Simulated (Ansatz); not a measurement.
Bi: eigenvalues along the path

```
CELL_PARAMETERS angstrom
4.53900 0.00000 0.00000
-2.26950 3.93089 0.00000
0.00000 0.00000 11.82900
ATOMIC_POSITIONS crystal
Bi 0.33333 0.66667 0.25000
Bi 0.66667 0.33333 0.75000
```

Atom numbers follow the list: Bi1, Bi2.

The geometry is COD entry 9011614, unchecked; take it as a test cell.

No spin–orbit coupling, which matters for the heavy atoms here.

Method: Ansatz 0.2.0, DFT, PBE, all-electron LAPW, scalar-relativistic.

Settings: a Γ-centred 9×9×3 k mesh, Fermi–Dirac smearing of 0.03 eV, basis error target 0.5 meV/atom, no spin polarisation.

Path points, in fractions of the reciprocal vectors: Γ (0.000, 0.000, 0.000), M (0.500, 0.000, 0.000), K (0.333, 0.333, 0.000), A (0.000, 0.000, 0.500), L (0.500, 0.000, 0.500), H (0.333, 0.333, 0.500). Levels in eV from the Fermi level; bands 17 to 24, counted from the lowest band of the run. The gap is zero.

```
# k(1/Å) point b17 b18 b19 b20 b21 b22 b23 b24
0.000 Γ -10.29 -10.28 -0.84 -0.34 1.43 1.43 1.44 1.44
0.100 - -10.28 -10.27 -0.81 -0.32 1.22 1.23 1.40 1.41
0.200 - -10.24 -10.23 -0.74 -0.26 0.74 0.77 1.31 1.33
0.300 - -10.19 -10.18 -0.62 -0.17 0.20 0.24 1.19 1.21
0.400 - -10.13 -10.12 -0.47 -0.32 -0.28 -0.06 1.05 1.08
0.500 - -10.07 -10.06 -0.75 -0.72 -0.30 0.05 0.92 0.95
0.599 - -10.01 -10.00 -1.09 -1.05 -0.13 0.14 0.82 0.85
0.699 - -9.97 -9.97 -1.30 -1.26 0.01 0.19 0.76 0.79
0.799 M -9.96 -9.95 -1.37 -1.34 0.06 0.21 0.73 0.77
0.857 - -9.95 -9.95 -1.36 -1.33 0.07 0.21 0.68 0.72
0.915 - -9.95 -9.95 -1.33 -1.29 0.08 0.22 0.54 0.58
0.972 - -9.94 -9.94 -1.28 -1.24 0.10 0.23 0.34 0.38
1.030 - -9.94 -9.93 -1.20 -1.17 0.11 0.13 0.14 0.24
1.088 - -9.93 -9.93 -1.11 -1.08 -0.13 -0.10 0.16 0.25
1.145 - -9.92 -9.92 -1.00 -0.97 -0.35 -0.32 0.19 0.26
1.203 - -9.91 -9.91 -0.87 -0.84 -0.56 -0.53 0.22 0.25
1.261 K -9.91 -9.91 -0.74 -0.71 -0.71 -0.68 0.24 0.24
1.376 - -9.92 -9.92 -0.95 -0.92 -0.40 -0.37 0.17 0.26
1.491 - -9.96 -9.95 -0.98 -0.95 -0.03 0.00 0.03 0.22
1.607 - -10.02 -10.01 -0.82 -0.79 -0.16 0.13 0.36 0.38
1.722 - -10.09 -10.08 -0.48 -0.45 -0.36 0.01 0.72 0.74
1.837 - -10.16 -10.16 -0.55 -0.12 0.00 0.04 1.03 1.05
1.953 - -10.23 -10.22 -0.71 -0.23 0.59 0.62 1.25 1.27
2.068 - -10.27 -10.26 -0.80 -0.31 1.16 1.17 1.39 1.40
2.183 Γ -10.29 -10.28 -0.84 -0.34 1.43 1.43 1.44 1.44
2.217 - -10.29 -10.28 -0.83 -0.34 1.43 1.43 1.44 1.44
2.250 - -10.29 -10.28 -0.82 -0.36 1.43 1.43 1.44 1.44
2.283 - -10.29 -10.28 -0.80 -0.39 1.43 1.43 1.44 1.44
2.316 - -10.29 -10.28 -0.78 -0.43 1.43 1.43 1.44 1.44
2.349 - -10.29 -10.28 -0.74 -0.47 1.43 1.43 1.44 1.44
2.383 - -10.29 -10.28 -0.70 -0.52 1.43 1.43 1.44 1.44
2.416 - -10.28 -10.28 -0.66 -0.57 1.43 1.43 1.44 1.44
2.449 A -10.28 -10.28 -0.61 -0.61 1.44 1.44 1.44 1.44
2.549 - -10.27 -10.27 -0.59 -0.59 1.23 1.23 1.40 1.40
2.649 - -10.24 -10.24 -0.53 -0.53 0.77 0.77 1.32 1.32
2.749 - -10.19 -10.19 -0.43 -0.43 0.23 0.23 1.20 1.20
2.849 - -10.13 -10.13 -0.37 -0.37 -0.21 -0.21 1.06 1.06
2.949 - -10.06 -10.06 -0.74 -0.74 -0.13 -0.13 0.94 0.94
3.048 - -10.01 -10.01 -1.07 -1.07 0.01 0.01 0.84 0.84
3.148 - -9.97 -9.97 -1.28 -1.28 0.10 0.10 0.77 0.77
3.248 L -9.95 -9.95 -1.35 -1.35 0.14 0.14 0.75 0.75
3.306 - -9.95 -9.95 -1.34 -1.34 0.14 0.14 0.70 0.70
3.364 - -9.95 -9.95 -1.31 -1.31 0.15 0.15 0.56 0.56
3.421 - -9.94 -9.94 -1.26 -1.26 0.16 0.16 0.36 0.36
3.479 - -9.93 -9.93 -1.19 -1.19 0.11 0.11 0.20 0.20
3.537 - -9.93 -9.93 -1.10 -1.10 -0.12 -0.12 0.21 0.21
3.594 - -9.92 -9.92 -0.99 -0.99 -0.34 -0.34 0.23 0.23
3.652 - -9.91 -9.91 -0.86 -0.86 -0.54 -0.54 0.24 0.24
3.710 H -9.91 -9.91 -0.72 -0.72 -0.71 -0.71 0.25 0.25
3.825 - -9.92 -9.92 -0.93 -0.93 -0.39 -0.39 0.22 0.22
3.940 - -9.96 -9.96 -0.97 -0.97 -0.02 -0.02 0.14 0.14
4.056 - -10.01 -10.01 -0.81 -0.81 -0.01 -0.01 0.37 0.37
4.171 - -10.09 -10.09 -0.49 -0.49 -0.17 -0.17 0.73 0.73
4.286 - -10.16 -10.16 -0.37 -0.37 0.04 0.04 1.04 1.04
4.402 - -10.22 -10.22 -0.50 -0.50 0.62 0.62 1.26 1.26
4.517 - -10.27 -10.27 -0.58 -0.58 1.17 1.17 1.39 1.39
4.633 A -10.28 -10.28 -0.61 -0.61 1.44 1.44 1.44 1.44
```
